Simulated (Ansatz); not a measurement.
Band table of Ag

```
Ag
1.0
     2.93000    0.00000    0.00000
    -1.46500    2.53745    0.00000
     0.00000    0.00000    4.79000
Ag
2
Direct
  0.33333 0.66667 0.25000
  0.66667 0.33333 0.75000
```

Atoms are numbered in the order listed.

The cell is COD entry 1509145, as deposited and not checked against the literature; nothing was relaxed.

The calculation used DFT, PBEsol, all-electron LAPW, scalar-relativistic in Ansatz 0.2.0.

Numerical set-up: a Γ-centred 14×14×8 k mesh, Fermi–Dirac smearing of 0.05 eV, basis error target 0.25 meV/atom, no spin polarisation.

Path points, in fractions of the reciprocal vectors: Γ (0.000, 0.000, 0.000), M (0.500, 0.000, 0.000), K (0.333, 0.333, 0.000), A (0.000, 0.000, 0.500), L (0.500, 0.000, 0.500), H (0.333, 0.333, 0.500). Levels in eV from the Fermi level; bands 9 to 21, counted from the lowest band of the run. The gap is zero.

```
# k(1/Å) point b9 b10 b11 b12 b13 b14 b15 b16 b17 b18 b19 b20 b21
0.000 Γ -7.48 -6.07 -4.55 -4.46 -4.46 -4.23 -4.23 -3.90 -3.90 -2.95 -2.95 -0.31 3.39
0.248 - -7.21 -5.92 -4.69 -4.34 -4.32 -4.26 -4.11 -4.04 -3.98 -3.35 -2.92 0.43 3.45
0.495 - -6.50 -5.64 -4.81 -4.54 -4.41 -4.16 -3.95 -3.94 -3.80 -3.76 -2.86 1.97 3.68
0.743 - -5.85 -5.66 -5.12 -4.47 -4.35 -4.34 -4.03 -3.43 -3.30 -3.20 -2.81 3.82 4.22
0.990 - -5.90 -5.66 -5.51 -4.49 -4.18 -4.14 -3.86 -3.00 -2.88 -2.78 -1.65 3.73 5.64
1.238 M -5.98 -5.68 -5.65 -4.54 -4.24 -4.05 -3.62 -2.82 -2.78 -2.70 0.15 1.49 6.68
1.381 - -5.92 -5.64 -5.62 -4.56 -4.25 -4.04 -3.73 -2.82 -2.80 -2.75 0.31 1.56 6.80
1.524 - -5.76 -5.62 -5.47 -4.58 -4.28 -4.02 -4.00 -2.89 -2.86 -2.83 0.75 1.77 7.14
1.667 - -5.61 -5.51 -5.28 -4.60 -4.35 -4.31 -3.96 -3.04 -2.92 -2.88 1.39 2.07 6.43
1.810 - -5.60 -5.24 -5.14 -4.60 -4.59 -4.43 -3.86 -3.13 -2.96 -2.96 2.17 2.48 4.72
1.953 K -5.60 -5.10 -5.10 -4.74 -4.52 -4.52 -3.81 -3.08 -3.08 -2.98 3.03 3.03 3.11
2.239 - -5.54 -5.29 -5.18 -4.64 -4.64 -4.29 -3.97 -3.38 -2.94 -2.82 0.11 4.75 5.28
2.525 - -5.41 -5.27 -5.25 -4.98 -4.58 -4.25 -4.03 -3.72 -3.05 -2.89 -2.12 4.78 4.82
2.811 - -6.21 -5.48 -4.98 -4.67 -4.39 -4.34 -4.04 -3.80 -3.71 -3.43 -2.87 2.53 3.83
3.097 - -7.12 -5.87 -4.72 -4.30 -4.30 -4.27 -4.05 -4.05 -4.05 -3.43 -2.91 0.64 3.47
3.383 Γ -7.48 -6.07 -4.55 -4.46 -4.46 -4.23 -4.23 -3.90 -3.90 -2.95 -2.95 -0.31 3.39
3.514 - -7.40 -6.05 -4.57 -4.48 -4.48 -4.25 -4.25 -3.85 -3.85 -2.96 -2.96 -0.81 4.02
3.645 - -7.18 -6.01 -4.61 -4.52 -4.52 -4.31 -4.31 -3.72 -3.72 -2.98 -2.98 -1.82 5.41
3.776 - -6.84 -5.97 -4.64 -4.54 -4.54 -4.38 -4.38 -3.56 -3.56 -3.04 -3.04 -2.84 7.10
3.907 - -6.43 -5.97 -4.59 -4.54 -4.54 -4.45 -4.45 -3.72 -3.40 -3.40 -3.12 -3.12 8.92
4.038 A -6.11 -6.11 -4.51 -4.51 -4.51 -4.51 -4.32 -4.32 -3.25 -3.25 -3.25 -3.25 10.80
4.286 - -5.88 -5.88 -4.73 -4.73 -4.39 -4.39 -4.35 -4.35 -3.26 -3.26 -3.03 -3.03 11.00
4.534 - -5.48 -5.48 -4.98 -4.98 -4.36 -4.36 -4.11 -4.11 -3.27 -3.27 -2.52 -2.52 11.49
4.781 - -5.64 -5.64 -5.09 -5.09 -3.84 -3.84 -3.76 -3.76 -3.15 -3.15 -1.73 -1.73 9.07
5.029 - -5.86 -5.86 -5.25 -5.25 -3.77 -3.77 -3.18 -3.18 -2.88 -2.88 -0.35 -0.35 6.06
5.276 L -5.94 -5.94 -5.32 -5.32 -3.76 -3.76 -3.00 -3.00 -2.74 -2.74 0.81 0.81 4.38
5.419 - -5.89 -5.89 -5.28 -5.28 -3.83 -3.83 -3.04 -3.04 -2.81 -2.81 1.03 1.03 4.42
5.562 - -5.74 -5.74 -5.18 -5.18 -4.01 -4.01 -3.26 -3.26 -2.85 -2.85 1.62 1.62 4.53
5.705 - -5.56 -5.56 -5.02 -5.02 -4.23 -4.23 -3.55 -3.55 -2.87 -2.87 2.43 2.43 4.74
5.848 - -5.38 -5.38 -4.91 -4.91 -4.38 -4.38 -3.78 -3.78 -2.90 -2.90 3.35 3.35 5.06
5.991 H -5.30 -5.30 -4.91 -4.91 -4.39 -4.39 -3.86 -3.86 -2.91 -2.91 4.00 4.00 5.46
6.277 - -5.46 -5.46 -4.84 -4.84 -4.35 -4.35 -3.87 -3.87 -2.81 -2.81 1.64 1.64 6.94
6.563 - -5.49 -5.49 -4.78 -4.78 -4.46 -4.46 -3.90 -3.90 -2.83 -2.83 -0.83 -0.83 9.47
6.849 - -5.34 -5.34 -4.96 -4.96 -4.59 -4.59 -3.95 -3.95 -3.18 -3.18 -2.29 -2.29 11.74
7.135 - -5.81 -5.81 -4.78 -4.78 -4.40 -4.40 -4.33 -4.33 -3.26 -3.26 -2.96 -2.96 11.06
7.421 A -6.11 -6.11 -4.51 -4.51 -4.51 -4.51 -4.32 -4.32 -3.25 -3.25 -3.25 -3.25 10.80
```
